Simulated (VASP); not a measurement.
# Bi (Im-3m) in VASP: further runs

Aim: see how the results for Bi move with the level of theory and the settings. Levels: PBE, r2SCAN. Tasks: single point.

Everything below comes from runs of VASP 6.6.1. Logs are shortened: lines on timing, memory, paths and dates and some standing lists are left out, and cuts for length are marked.

## 1. The cell of the first run

The structure is cubic, space group Im-3m (No. 229). Conventional cell: a = 4.019 Å, b = 4.019 Å, c = 4.019 Å, α = 90.00°, β = 90.00°, γ = 90.00°. Bi (site symmetry m-3m) is surrounded by 8 Bi at 3.48 Å.

This isn't the form of Bi at room conditions, which is rhombohedral.

## 2. Single point, PBE (Sb replaced by Bi, lengths x 1.039, strained and moved within the space group)

INCAR

```
PREC = Accurate
ENCUT = 520
EDIFF = 1E-7
ISMEAR = 0
SIGMA = 0.1
LREAL = False
LASPH = True
NELM = 100
ALGO = Normal
ISIF = 2
LWAVE = False
LCHARG = False
GGA = PE
NBANDS = 14
```

KPOINTS

```
regular mesh
0
Gamma
  14 14 14
```

POSCAR

```
Bi
1.0
   -2.0097101470      2.0097101470      2.0097101470
    2.0097101470     -2.0097101470      2.0097101470
    2.0097101470      2.0097101470     -2.0097101470
Bi
1
Direct
    0.0000000000      0.0000000000      0.0000000000
```

Potentials or basis: VASP PAW PBE potentials, release 64 (Bi_d).

On the command line:

```sh
> cat potpaw_PBE.64/Bi_d/POTCAR > POTCAR
> mpirun -np 1 vasp_std > vasp.out
```

OUTCAR:

```text
PREC = Accurate
   ENCUT = 520
   EDIFF = 1E-7
   ISMEAR = 0
   LREAL = False
   LASPH = True
   NELM = 100
   ISIF = 2
   GGA = PE

 ion  position               nearest neighbor table
   1  0.000  0.000  0.000-

  LATTYP: Found a body centered cubic cell.
 ALAT       =     4.0194202940

  Lattice vectors:

 A1 = (  -2.0097101470,   2.0097101470,   2.0097101470)
 A2 = (   2.0097101470,  -2.0097101470,   2.0097101470)
 A3 = (   2.0097101470,   2.0097101470,  -2.0097101470)

Analysis of symmetry for initial positions (statically):
=====================================================================
 Subroutine PRICEL returns:
 Original cell was already a primitive cell.

 Routine SETGRP: Setting up the symmetry group for a
 body centered cubic supercell.

 Subroutine GETGRP returns: Found 48 space group operations
 (whereof 48 operations were pure point group operations)
 out of a pool of 48 trial point group operations.

The static configuration has the point symmetry O_h .

Analysis of symmetry for dynamics (positions and initial velocities):
=====================================================================
 Subroutine PRICEL returns:
 Original cell was already a primitive cell.

 Routine SETGRP: Setting up the symmetry group for a
 body centered cubic supercell.

 Subroutine GETGRP returns: Found 48 space group operations
 (whereof 48 operations were pure point group operations)
 out of a pool of 48 trial point group operations.

The dynamic configuration has the point symmetry O_h .

 Subroutine INISYM returns: Found 48 space group operations
 (whereof 48 operations are pure point group operations),
 and found     1 'primitive' translations

----------------------------------------------------------------------------------------

                                     Primitive cell

  volume of cell :      32.4684

  direct lattice vectors                    reciprocal lattice vectors
    -2.009710147  2.009710147  2.009710147     0.000000000  0.248792096  0.248792096
     2.009710147 -2.009710147  2.009710147     0.248792096  0.000000000  0.248792096
     2.009710147  2.009710147 -2.009710147     0.248792096  0.248792096  0.000000000

  length of vectors
     3.480920083  3.480920083  3.480920083     0.351845156  0.351845156  0.351845156

  position of ions in fractional coordinates (direct lattice)
     0.000000000  0.000000000  0.000000000

  ion indices of the primitive-cell ions
   primitive index   ion index
                 1           1

[... 81 lines left out ...]
   PSTRESS=    0.0 pullay stress
   NELECT =      15.0000    total number of electrons
   NUPDOWN=      -1.0000    fix difference up-down
   EMIN   =  10.00;   EMAX   =-10.00  energy-range for DOS
   EFERMI =   0.00;   METHOD = LEGACY
   ISMEAR =     0;   SIGMA  =   0.10  broadening in eV -4-tet -1-fermi 0-gaus
   EFERMI_NEDOS =   21; number of points for ismear=-14 and -15
   IALGO  =     38    algorithm
   IMIX   =      4    mixing-type and parameters
     AMIX     =   0.40;   BMIX     =  1.00
     AMIX_MAG =   1.60;   BMIX_MAG =  1.00
  volume/ion in A,a.u.               =      32.47       219.11
  Fermi-wavevector in a.u.,A,eV,Ry     =   1.265567  2.391575 21.791907  1.601660
  Thomas-Fermi vector in A             =   2.398813
   LORBIT       =      0    0 simple, 1 ext, 2 COOP (PROOUT), +10 PAW based schemes
   GGA     = PE    functional components
   LHFCALC =     F    Hartree Fock is set to
   AEXX    =    0.0000 exact exchange contribution
   IVDW    =     0    specifies the selected vdW correction
   LEPSILON=     F    determine dielectric tensor
   LRPA    =     F    only Hartree local field effects (RPA)
 non-spin polarized calculation
 Gauss-broadening in eV      SIGMA  =   0.10
  energy-cutoff  :      520.00
  volume of cell :       32.47
 maximum number of plane-waves:       911
 NGX is ok and might be reduce to    28
   NGX = 13   NGY = 13   NGZ = 13

 number of electron      15.0000005 magnetization

 Free energy of the ion-electron system (eV)
  ---------------------------------------------------
  ext. energy  EPLUGINS =         0.00000000
  ---------------------------------------------------
  free energy    TOTEN  =        -3.74765775 eV

  energy without entropy =       -3.74203859  energy(sigma->0) =       -3.74484817

 E-fermi :   7.3385     XC(G=0): -10.0929

 val. band max:        7.3310000487   @ k =   0.2143   0.2143   0.0000
 cond. band min:       7.3477406918   @ k =   0.2143   0.2143   0.1429
 fundamental gap:      0.0167406431
 Fermi energy:         7.3384988486

 k-point     1 :       0.0000    0.0000    0.0000
  band No.  band energies     occupation
      1     -15.6166      2.00000
      2     -15.6166      2.00000
      3     -15.6166      2.00000
      4     -15.5050      2.00000
      5     -15.5050      2.00000
      6      -5.8402      2.00000
      7      12.2155      0.00000
      8      12.2155      0.00000
      9      12.2155      0.00000
     10      15.9930      0.00000
     11      17.8590      0.00000
     12      17.8590      0.00000
     13      17.8590      0.00000
     14      18.8140      0.00000
[... 377 lines left out ...]
      1     -15.6215      2.00000
      2     -15.5494      2.00000
      3     -15.5334      2.00000
      4     -15.4996      2.00000
      5     -15.4785      2.00000
      6      -2.6060      2.00000
      7       3.8391      2.00000
      8       4.8544      2.00000
      9       9.6740      0.00000
     10      15.6507      0.00000
     11      17.6830      0.00000
     12      18.3517      0.00000
     13      21.5101      0.00000
     14      23.5851      0.00000

 [... further k-points ...]

------------------------ aborting loop because EDIFF is reached ----------------------------------------

  FORCE on cell =-STRESS in cart. coord.  units (eV):
  Direction    XX          YY          ZZ          XY          YZ          ZX
  --------------------------------------------------------------------------------------
  -------------------------------------------------------------------------------------
  Total       -0.3061509     -0.3061509     -0.3061509     -0.0000000     -0.0000000     -0.0000000
  in kB      -15.1072644    -15.1072644    -15.1072644     -0.0000000     -0.0000000     -0.0000000
  external PRESSURE =     -15.1072644 kB  Pullay stress =       0.0000000 kB

 VOLUME and BASIS-vectors are now :
 -----------------------------------------------------------------------------
  energy-cutoff  :      520.00
  volume of cell :       32.47
      direct lattice vectors                 reciprocal lattice vectors
    -2.009710147  2.009710147  2.009710147     0.000000000  0.248792096  0.248792096
     2.009710147 -2.009710147  2.009710147     0.248792096  0.000000000  0.248792096
     2.009710147  2.009710147 -2.009710147     0.248792096  0.248792096  0.000000000

 POSITION                                       TOTAL-FORCE (eV/Angst)
 -----------------------------------------------------------------------------------
      0.00000      0.00000      0.00000         0.000000     -0.000000      0.000000
 -----------------------------------------------------------------------------------
    total drift:                               -0.000000     -0.000000     -0.000000

  FREE ENERGIE OF THE ION-ELECTRON SYSTEM (eV)
  ---------------------------------------------------
  free  energy   TOTEN  =        -3.7476577462 eV

  energy  without entropy=       -3.7420385862  energy(sigma->0) =       -3.74484817
```

stdout:

```text
POSCAR found type information on POSCAR Bi
 POSCAR found :  1 types and       1 ions
 scaLAPACK will be used
 LDA part: xc-table for (Slater+PW92), standard interpolation
 POSCAR, INCAR and KPOINTS ok, starting setup
 FFT: planning ... GRIDC
 FFT: planning ... GRID_SOFT
 FFT: planning ... GRID
 WAVECAR not read
 entering main loop
```

Run time: 16 s. Hardware: 1 thread of Intel Xeon 6975P-C (Granite Rapids), shared host; peak memory 0.18 GiB.

Results:

```
Free energy            : -3.7477 eV
Pressure               : -1.5 GPa
Band gap on the k mesh : none (metal or under the smearing width)
```

Caveat: spin-orbit coupling is left out, which moves the levels of the heavy elements.

## 3. Single point, PBE (strained and moved within the space group)

INCAR

```
  ALGO = Normal
  EDIFF = 1E-7
  ENCUT = 520
  GGA = PE
  ISIF = 2
  ISMEAR = 0
  LASPH = True
  LCHARG = False
  LREAL = False
  LWAVE = False
  NBANDS = 8
  NELM = 100
  PREC = Accurate
  SIGMA = 0.1
```

KPOINTS

```
k-points
0
Gamma
  16 16 16
```

POSCAR

```
Sb
1.0
   -1.8946390803      1.8946390803      1.8946390803
    1.8946390803     -1.8946390803      1.8946390803
    1.8946390803      1.8946390803     -1.8946390803
Sb
1
Direct
    0.0000000000      0.0000000000      0.0000000000
```

Potentials or basis: VASP PAW PBE potentials, release 64 (Sb).

On the command line:

```sh
> cat potpaw_PBE.64/Sb/POTCAR > POTCAR
> mpirun -np 1 vasp_std > vasp.out
```

It took 6.8 s on 1 thread of Intel Xeon 6975P-C (Granite Rapids), shared host; peak memory 0.15 GiB.

Results (log left out):

```yaml
Free_energy: -3.9086 eV
Pressure: 0.0 GPa
Band_gap_on_the_k_mesh: none (metal or under the smearing width)
```

Levels at points of the mesh, in eV from the Fermi level:
| k point | band 1 | band 2 | band 3 | band 4 | band 5 | band 6 | band 7 | band 8 |
| --- | --- | --- | --- | --- | --- | --- | --- | --- |
| (0.00, 0.00, 0.00) | -12.70 | 5.47 | 5.47 | 5.47 | 10.57 | 10.57 | 10.57 | 11.85 |
| (0.50, 0.00, 0.00) | -8.73 | -5.46 | 1.72 | 3.76 | 6.44 | 6.97 | 13.74 | 15.09 |
| (0.50, 0.50, 0.50) | -5.58 | -1.91 | -1.91 | -1.91 | 3.05 | 3.05 | 17.53 | 17.53 |

The run has no spin-orbit coupling, so splittings on Sb are missing.

## 4. Single point, r2SCAN (functional r2SCAN, strained and moved within the space group)

POSCAR

```
Sb
1.0
   -1.8501011672      1.8501011672      1.8501011672
    1.8501011672     -1.8501011672      1.8501011672
    1.8501011672      1.8501011672     -1.8501011672
Sb
1
Direct
    0.0000000000      0.0000000000      0.0000000000
```

INCAR.step1

```
  PREC = Accurate
  ENCUT = 520
  ISMEAR = 0
  SIGMA = 0.1
  LREAL = F
  LASPH = T
  NELM = 100
  NBANDS = 8
  GGA = PE
  ALGO = Normal
  EDIFF = 1E-4
  LWAVE = T
  LCHARG = F
```

INCAR.step2

```
  PREC = Accurate
  ENCUT = 520
  EDIFF = 1E-6
  ISMEAR = 0
  SIGMA = 0.1
  LREAL = F
  LASPH = T
  NELM = 100
  ALGO = Normal
  ISIF = 2
  LWAVE = F
  LCHARG = F
  METAGGA = R2SCAN
  LMIXTAU = T
  NBANDS = 8
  ISTART = 1
```

KPOINTS

```
regular mesh
0
Gamma
  16 16 16
```

Potentials or basis: VASP PAW PBE potentials, release 64 (Sb).

On the command line:

```sh
> cat potpaw_PBE.64/Sb/POTCAR > POTCAR
> cp INCAR.step1 INCAR
> mpirun -np 1 vasp_std > vasp.out
> cp INCAR.step2 INCAR
> mpirun -np 1 vasp_std > vasp.out
```

OUTCAR:

```text
PREC = Accurate
   ENCUT = 520
   EDIFF = 1E-6
   ISMEAR = 0
   LREAL = F
   LASPH = T
   NELM = 100
   ISIF = 2
   METAGGA = R2SCAN
   ISTART = 1

 ion  position               nearest neighbor table
   1  0.000  0.000  0.000-

  LATTYP: Found a body centered cubic cell.
 ALAT       =     3.7002023344

  Lattice vectors:

 A1 = (  -1.8501011672,   1.8501011672,   1.8501011672)
 A2 = (   1.8501011672,  -1.8501011672,   1.8501011672)
 A3 = (   1.8501011672,   1.8501011672,  -1.8501011672)

Analysis of symmetry for initial positions (statically):
=====================================================================
 Subroutine PRICEL returns:
 Original cell was already a primitive cell.

 Routine SETGRP: Setting up the symmetry group for a
 body centered cubic supercell.

 Subroutine GETGRP returns: Found 48 space group operations
 (whereof 48 operations were pure point group operations)
 out of a pool of 48 trial point group operations.

The static configuration has the point symmetry O_h .

Analysis of symmetry for dynamics (positions and initial velocities):
=====================================================================
 Subroutine PRICEL returns:
 Original cell was already a primitive cell.

 Routine SETGRP: Setting up the symmetry group for a
 body centered cubic supercell.

 Subroutine GETGRP returns: Found 48 space group operations
 (whereof 48 operations were pure point group operations)
 out of a pool of 48 trial point group operations.

The dynamic configuration has the point symmetry O_h .

 Subroutine INISYM returns: Found 48 space group operations
 (whereof 48 operations are pure point group operations),
 and found     1 'primitive' translations

[... 110 lines left out ...]
   IMIX   =      4    mixing-type and parameters
     AMIX     =   0.40;   BMIX     =  1.00
     AMIX_MAG =   1.60;   BMIX_MAG =  1.00
  volume/ion in A,a.u.               =      25.33       170.94
  Fermi-wavevector in a.u.,A,eV,Ry     =   0.953197  1.801281 12.362044  0.908585
  Thomas-Fermi vector in A             =   2.081830
   LORBIT       =      0    0 simple, 1 ext, 2 COOP (PROOUT), +10 PAW based schemes
   METAGGA = R2SCAN    functional components
   LHFCALC =     F    Hartree Fock is set to
   AEXX    =    0.0000 exact exchange contribution
   IVDW    =     0    specifies the selected vdW correction
   LEPSILON=     F    determine dielectric tensor
   LRPA    =     F    only Hartree local field effects (RPA)
 non-spin polarized calculation
 Gauss-broadening in eV      SIGMA  =   0.10
  energy-cutoff  :      520.00
  volume of cell :       25.33
 maximum number of plane-waves:       703
   NGX = 11   NGY = 11   NGZ = 11

 number of electron       5.0000000 magnetization

 Free energy of the ion-electron system (eV)
  ---------------------------------------------------
  ext. energy  EPLUGINS =         0.00000000
  ---------------------------------------------------
  free energy    TOTEN  =       -25.32586219 eV

  energy without entropy =      -25.32229215  energy(sigma->0) =      -25.32407717

 E-fermi :   9.1715     XC(G=0): -11.0748

 val. band max:        9.1707890731   @ k =   0.5000   0.5000   0.1875
 cond. band min:       9.1761067059   @ k =  -0.2500   0.2500   0.1250
 fundamental gap:      0.0053176328
 Fermi energy:         9.1714879141

 k-point     1 :       0.0000    0.0000    0.0000
  band No.  band energies     occupation
      1      -4.7674      2.00000
      2      15.5145      0.00000
      3      15.5145      0.00000
      4      15.5145      0.00000
      5      20.4141      0.00000
      6      20.4141      0.00000
      7      20.4141      0.00000
      8      21.9100      0.00000
[... 243 lines left out ...]
 k-point    24 :       0.2500    0.1875    0.0000
  band No.  band energies     occupation
      1      -1.4780      2.00000
      2       6.2586      2.00000
      3       8.7798      2.00000
      4      12.5912      0.00000
      5      18.1182      0.00000
      6      19.5957      0.00000
      7      22.1817      0.00000
      8      24.3007      0.00000

 [... further k-points ...]

------------------------ aborting loop because EDIFF is reached ----------------------------------------

  FORCE on cell =-STRESS in cart. coord.  units (eV):
  Direction    XX          YY          ZZ          XY          YZ          ZX
  --------------------------------------------------------------------------------------
  -------------------------------------------------------------------------------------
  Total        0.6888898      0.6888898      0.6888898      0.0000000     -0.0000000      0.0000000
  in kB       43.5726472     43.5726472     43.5726472      0.0000000     -0.0000000      0.0000000
  external PRESSURE =      43.5726472 kB  Pullay stress =       0.0000000 kB

 VOLUME and BASIS-vectors are now :
 -----------------------------------------------------------------------------
  energy-cutoff  :      520.00
  volume of cell :       25.33
      direct lattice vectors                 reciprocal lattice vectors
    -1.850101167  1.850101167  1.850101167     0.000000000  0.270255491  0.270255491
     1.850101167 -1.850101167  1.850101167     0.270255491  0.000000000  0.270255491
     1.850101167  1.850101167 -1.850101167     0.270255491  0.270255491  0.000000000

 POSITION                                       TOTAL-FORCE (eV/Angst)
 -----------------------------------------------------------------------------------
      0.00000      0.00000      0.00000         0.000000      0.000000      0.000000
 -----------------------------------------------------------------------------------
    total drift:                                0.000000     -0.000000     -0.000000

  FREE ENERGIE OF THE ION-ELECTRON SYSTEM (eV)
  ---------------------------------------------------
  free  energy   TOTEN  =       -25.3258621864 eV

  energy  without entropy=      -25.3222921491  energy(sigma->0) =      -25.32407717
```

Wall time 23 s (1 thread of Intel Xeon 6975P-C (Granite Rapids), shared host); peak memory 0.16 GiB.

What came out:

```yaml
Free_energy: -25.3259 eV
Pressure: 4.4 GPa
Band_gap_on_the_k_mesh: none (metal or under the smearing width)
```

Caveat: the PAW data sets were made with another functional, which shifts forces and pressure a little. Spin-orbit coupling is left out, which matters for the levels of Sb.

## 5. Single point, PBE (Sb replaced by N, lengths x 0.706, strained and moved within the space group)

INCAR

```
ALGO = Normal
EDIFF = 1E-7
ENCUT = 520
GGA = PE
ISIF = 2
ISMEAR = 0
LASPH = True
LCHARG = False
LREAL = False
LWAVE = False
NBANDS = 8
NELM = 100
PREC = Accurate
SIGMA = 0.1
```

KPOINTS

```
k-points
0
Gamma
  22 22 22
```

POSCAR

```
N
1.0
   -1.3461034005      1.3461034005      1.3461034005
    1.3461034005     -1.3461034005      1.3461034005
    1.3461034005      1.3461034005     -1.3461034005
N
1
Direct
    0.0000000000      0.0000000000      0.0000000000
```

Potentials or basis: VASP PAW PBE potentials, release 64 (N).

On the command line:

```sh
> cat potpaw_PBE.64/N/POTCAR > POTCAR
> mpirun -np 1 vasp_std > vasp.out
```

It took 18 s on 1 thread of Intel Xeon Platinum 8259CL at 2.50GHz (Skylake/Cascade Lake), shared host; peak memory 0.12 GiB.

Results (log left out):

- Free energy: -3.7555 eV
- Pressure: -30.1 GPa
- Band gap on the k mesh: none (metal or under the smearing width)

Levels at points of the mesh, in eV from the Fermi level:
| k point | band 1 | band 2 | band 3 | band 4 | band 5 | band 6 |
| --- | --- | --- | --- | --- | --- | --- |
| (0.00, 0.00, 0.00) | -17.14 | 3.02 | 3.02 | 3.02 | 18.24 | 30.24 |
| (0.50, 0.00, 0.00) | -12.23 | -5.59 | 0.96 | 2.62 | 17.24 | 22.42 |
| (0.50, 0.50, 0.50) | -9.31 | -1.87 | -1.87 | -1.87 | 14.16 | 14.16 |

Caveat: the cell as given lies far from equilibrium; so large a pressure means that the cell lies far from this level's equilibrium, or that cutoff or potentials fall short.

## 6. Overview

```tsv
level	potentials or basis	cell	k mesh	gap on the mesh (eV)	pressure (GPa)
PBE	VASP PAW PBE potentials, release 64 (Bi_d)	Sb replaced by Bi, lengths x 1.039, strained and moved within the space group	14 × 14 × 14	none	-1.5
PBE	VASP PAW PBE potentials, release 64 (Sb)	strained and moved within the space group	16 × 16 × 16	none	0.0
r2SCAN	VASP PAW PBE potentials, release 64 (Sb)	functional r2SCAN, strained and moved within the space group	16 × 16 × 16	none	4.4
PBE	VASP PAW PBE potentials, release 64 (N)	Sb replaced by N, lengths x 0.706, strained and moved within the space group	22 × 22 × 22	none	-30.1
```

Alike in all rows: task single point; no spin polarisation; cutoff (eV) 520; smearing gaussian 0.1 eV.

Caveats: spin-orbit coupling is left out, which moves the levels of the heavy elements (some runs); the PAW data sets were made with another functional, which shifts forces and pressure a little (some runs); the cell as given lies far from equilibrium (some runs); so large a pressure means that the cell lies far from this level's equilibrium, or that cutoff or potentials fall short (some runs).

Absolute energies hang on the potentials; compare differences alone.
